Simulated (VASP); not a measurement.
# Ir (P6_3/mmc) in VASP: a series of runs

The runs below take Ir through single point, with PBE.

All numbers are computed with VASP 6.6.1; they aren't measurements. Logs are shortened: lines on timing, memory, paths and dates and some standing lists are left out, and cuts for length are marked.

**1. The structure**

Symmetry: P6_3/mmc, No. 194, hexagonal system. Conventional cell: a = 2.751 Å, b = 2.751 Å, c = 4.462 Å, α = 90.00°, β = 90.00°, γ = 120.00°. Ir (site symmetry -6m2) has 12 Ir at 2.74 to 2.75 Å as nearest neighbours.

This isn't the form of Ir at room conditions, which is fcc.

**2. Single point, PBE**

Contents of INCAR:

```
SYSTEM = Ir
ADDGRID = .FALSE. ; ALGO = Normal
EDIFF = 1E-6 ; ENCUT = 280
GGA = PE ; ISIF = 2
ISMEAR = 0 ; LASPH = .TRUE.
LCHARG = .FALSE. ; LREAL = .FALSE.
LWAVE = .FALSE. ; NELM = 100
PREC = Accurate ; SIGMA = 0.2
```

Contents of KPOINTS:

```
k-points
0
G
  4 4 3
  0 0 0
```

Contents of POSCAR:

```
Ir
1.0
    2.7513778946      0.0000000000      0.0000000000
   -1.3756889473      2.3827631521      0.0000000000
    0.0000000000      0.0000000000      4.4622900000
Ir
2
Direct
    0.3583140000      0.6617470000      0.2121330000
    0.6598720000      0.3587530000      0.7691070000
```

Potentials or basis: VASP PAW PBE potentials, release 64 (Ir).

Command:

```console
$ cat potpaw_PBE.64/Ir/POTCAR > POTCAR
$ mpirun -np 1 vasp_std > vasp.out
```

OUTCAR:

```text
SYSTEM = Ir
   EDIFF = 1E-6
   ENCUT = 280
   GGA = PE
   ISIF = 2
   ISMEAR = 0
   LASPH = .TRUE.
   LREAL = .FALSE.
   NELM = 100
   PREC = Accurate

 Found     26 irreducible k-points:

 Following reciprocal coordinates:
            Coordinates               Weight
  0.000000  0.000000  0.000000      1.000000
  0.250000  0.000000  0.000000      2.000000
  0.000000  0.250000  0.000000      2.000000
 -0.250000  0.250000  0.000000      2.000000
  0.500000  0.000000  0.000000      1.000000
  0.000000  0.500000  0.000000      1.000000
   k-points           NKPTS =     26   k-points in BZ     NKDIM =     26   number of bands    NBANDS=     13
   number of dos      NEDOS =    301   number of ions     NIONS =      2
   total plane-waves  NPLWV =   6144
   dimension x,y,z NGX =    16 NGY =   16 NGZ =   24
   dimension x,y,z NGXF=    32 NGYF=   32 NGZF=   48
   ions per type =               2
   NGX,Y,Z   is equivalent  to a cutoff of   9.67,  9.67,  8.94 a.u.
   NGXF,Y,Z  is equivalent  to a cutoff of  19.34, 19.34, 17.88 a.u.
 SYSTEM =  Ir
   PREC   = accura    normal or accurate (medium, high low for compatibility)
   ISTART =      0    job   : 0-new  1-cont  2-samecut
   ICHARG =      2    charge: 1-file 2-atom 10-const
   ISPIN  =      1    spin polarized calculation?
   LNONCOLLINEAR =      F non collinear calculations
   LSORBIT =      F    spin-orbit coupling
   LASPH  =      T    aspherical Exc in radial PAW
   ENCUT  =  280.0 eV  20.58 Ry    4.54 a.u.   3.75  3.75  6.09*2*pi/ulx,y,z
   NELM   =    100;   NELMIN=  2; NELMDL= -5     # of ELM steps
   EDIFF  = 0.1E-05   stopping-criterion for ELM
[... 8 lines left out ...]
   TEBEG  =    0.0;   TEEND  =   0.0 temperature during run
   PSTRESS=    0.0 pullay stress
   NELECT =      18.0000    total number of electrons
   NUPDOWN=      -1.0000    fix difference up-down
   EMIN   =  10.00;   EMAX   =-10.00  energy-range for DOS
   EFERMI =   0.00;   METHOD = LEGACY
   ISMEAR =     0;   SIGMA  =   0.20  broadening in eV -4-tet -1-fermi 0-gaus
   EFERMI_NEDOS =   21; number of points for ismear=-14 and -15
   IALGO  =     38    algorithm
   IMIX   =      4    mixing-type and parameters
     AMIX     =   0.40;   BMIX     =  1.00
     AMIX_MAG =   1.60;   BMIX_MAG =  1.00
  volume/ion in A,a.u.               =      14.63        98.71
  Fermi-wavevector in a.u.,A,eV,Ry     =   1.392417  2.631287 26.379323  1.938826
  Thomas-Fermi vector in A             =   2.516162
   LORBIT       =      0    0 simple, 1 ext, 2 COOP (PROOUT), +10 PAW based schemes
   GGA     = PE    functional components
   LHFCALC =     F    Hartree Fock is set to
   AEXX    =    0.0000 exact exchange contribution
   IVDW    =     0    specifies the selected vdW correction
   LEPSILON=     F    determine dielectric tensor
   LRPA    =     F    only Hartree local field effects (RPA)
 non-spin polarized calculation
 Gauss-broadening in eV      SIGMA  =   0.20
  energy-cutoff  :      280.00
  volume of cell :       29.25
 maximum number of plane-waves:       318
   NGX =  7   NGY =  7   NGZ = 13

 number of electron      17.9999992 magnetization

 Free energy of the ion-electron system (eV)
  ---------------------------------------------------
  ext. energy  EPLUGINS =         0.00000000
  ---------------------------------------------------
  free energy    TOTEN  =       -17.38485260 eV

  energy without entropy =      -17.34988735  energy(sigma->0) =      -17.36736998

 E-fermi :  10.1101     XC(G=0): -13.7455

 val. band max:       10.0601183684   @ k =   0.2500   0.5000   0.3333
 cond. band min:      10.1251310536   @ k =   0.0000   0.0000   0.3333
 fundamental gap:      0.0650126852
 Fermi energy:        10.1101144116

 k-point     1 :       0.0000    0.0000    0.0000
  band No.  band energies     occupation
      1      -0.9635      2.00000
      2       1.9052      2.00000
      3       5.8919      2.00000
      4       5.9656      2.00000
      5       6.0558      2.00000
      6       6.2907      2.00000
      7       6.6955      2.00000
      8       7.7589      2.00000
      9       8.4359      2.00000
     10       9.6087      1.99961
     11       9.9658      1.69262
     12      10.8697      0.00000
     13      16.0743      0.00000

 k-point     2 :       0.2500    0.0000    0.0000
  band No.  band energies     occupation
      1       1.0489      2.00000
      2       3.0319      2.00000
      3       4.3831      2.00000
      4       5.5936      2.00000
      5       5.9585      2.00000
      6       6.2702      2.00000
      7       7.6062      2.00000
      8       7.8643      2.00000
      9       8.1342      2.00000
     10       8.8034      2.00000
     11      10.9710      0.00000
     12      15.7359      0.00000
     13      16.4062      0.00000

 k-point     3 :       0.0000    0.2500    0.0000
  band No.  band energies     occupation
      1       1.0502      2.00000
      2       3.0361      2.00000
      3       4.3854      2.00000
      4       5.5889      2.00000
      5       5.9555      2.00000
      6       6.2757      2.00000
      7       7.6004      2.00000
      8       7.8651      2.00000
      9       8.1337      2.00000
     10       8.8029      2.00000
     11      10.9626      0.00000
     12      15.7451      0.00000
     13      16.4067      0.00000

 k-point     4 :      -0.2500    0.2500    0.0000
  band No.  band energies     occupation
      1       1.1174      2.00000
      2       3.2365      2.00000
      3       4.5376      2.00000
      4       5.2593      2.00000
      5       6.0674      2.00000
      6       6.4824      2.00000
      7       7.0171      2.00000
      8       7.8531      2.00000
      9       8.2940      2.00000
     10       8.7067      2.00000
     11      10.7700      0.00000
     12      16.0587      0.00000
     13      16.5959      0.00000

 k-point     5 :       0.5000    0.0000    0.0000
  band No.  band energies     occupation
      1       2.3627      2.00000
      2       2.5017      2.00000
      3       3.1277      2.00000
      4       5.6504      2.00000
      5       6.9937      2.00000
      6       7.0293      2.00000
      7       7.2863      2.00000
      8      10.5793      0.00091
      9      10.6567      0.00011
     10      11.1844      0.00000
     11      12.5771      0.00000
     12      14.4188      0.00000
     13      17.1142      0.00000

 k-point     6 :       0.0000    0.5000    0.0000
  band No.  band energies     occupation
      1       2.3653      2.00000
      2       2.5077      2.00000
      3       3.1330      2.00000
      4       5.6549      2.00000
      5       6.9845      2.00000
      6       7.0164      2.00000
      7       7.2830      2.00000
      8      10.5754      0.00100
      9      10.6567      0.00011
     10      11.1805      0.00000
     11      12.5864      0.00000
     12      14.4107      0.00000
     13      17.1261      0.00000

 [... further k-points ...]
[... 5 lines left out ...]
  --------------------------------------------------------------------------------------
  -------------------------------------------------------------------------------------
  Total       -0.0678074     -0.7936871      5.6763599     -0.6496901      0.9136651     -1.6143034
  in kB       -3.7136285    -43.4681327    310.8791491    -35.5818022     50.0390078    -88.4111107
  external PRESSURE =      87.8991293 kB  Pullay stress =       0.0000000 kB

 VOLUME and BASIS-vectors are now :
 -----------------------------------------------------------------------------
  energy-cutoff  :      280.00
  volume of cell :       29.25
      direct lattice vectors                 reciprocal lattice vectors
     2.751377895  0.000000000  0.000000000     0.363454254  0.209840411  0.000000000
    -1.375688947  2.382763152  0.000000000     0.000000000  0.419680823  0.000000000
     0.000000000  0.000000000  4.462290000     0.000000000  0.000000000  0.224100182

 POSITION                                       TOTAL-FORCE (eV/Angst)
 -----------------------------------------------------------------------------------
      0.07550      1.57679      0.94660        -0.883275      0.499770      4.670868
      1.32202      0.85482      3.43198         0.883275     -0.499770     -4.670868
 -----------------------------------------------------------------------------------
    total drift:                                0.000004      0.000007     -0.000002

  FREE ENERGIE OF THE ION-ELECTRON SYSTEM (eV)
  ---------------------------------------------------
  free  energy   TOTEN  =       -17.3848526017 eV

  energy  without entropy=      -17.3498873544  energy(sigma->0) =      -17.36736998
```

Wall time 10 s (1 thread of Intel Xeon Platinum 8375C at 2.90GHz (Ice Lake), shared host); peak memory 0.11 GiB.

These settings aren't checked as converged: the numbers below hold their error.

Results:

| Property | Result |
| --- | --- |
| Free energy | -17.3849 eV |
| Pressure | 8.8 GPa |
| Largest force | 4.780 eV/Å |
| Band gap on the k mesh | none (metal or under the smearing width) |

Caveat: the k mesh is coarse (spacing up to 0.66 Å⁻¹), so the values aren't converged.

**3. Single point, PBE**

INCAR, as its differences from that of step 2:

```diff
@@ -2,3 +2,3 @@
 ADDGRID = .FALSE. ; ALGO = Normal
-EDIFF = 1E-6 ; ENCUT = 280
+EDIFF = 1E-6 ; ENCUT = 220
 GGA = PE ; ISIF = 2
```

Contents of KPOINTS:

```
k-points
0
G
  5 5 3
  0 0 0
```

Contents of POSCAR:

```
Ir
1.0
    2.7513778946      0.0000000000      0.0000000000
   -1.3756889473      2.3827631521      0.0000000000
    0.0000000000      0.0000000000      4.4622900000
Ir
2
Direct
    0.3333333333      0.6666666667      0.2500000000
    0.6666666667      0.3333333333      0.7500000000
```

Potentials or basis: VASP PAW PBE potentials, release 64 (Ir).

Command:

```console
$ cat potpaw_PBE.64/Ir/POTCAR > POTCAR
$ mpirun -np 1 vasp_std > vasp.out
```

It took 3.3 s on 1 thread of Intel Xeon Platinum 8375C at 2.90GHz (Ice Lake), shared host; peak memory 0.11 GiB.

The run converged, but some of its settings lie outside the range that counts as converged, so its numbers aren't taken as properties of the crystal.

What came out:

* Free energy: -17.4316 eV
* Band gap on the k mesh: none (metal or under the smearing width)

Caveat: the k mesh is coarse (spacing up to 0.53 Å⁻¹), so the values aren't converged; the cutoff is under 1.25 times the usual one of these potentials, so pressure, stress and relaxed cells hold a basis-set (Pulay) error.

(Part 1 of 2 ends here.)
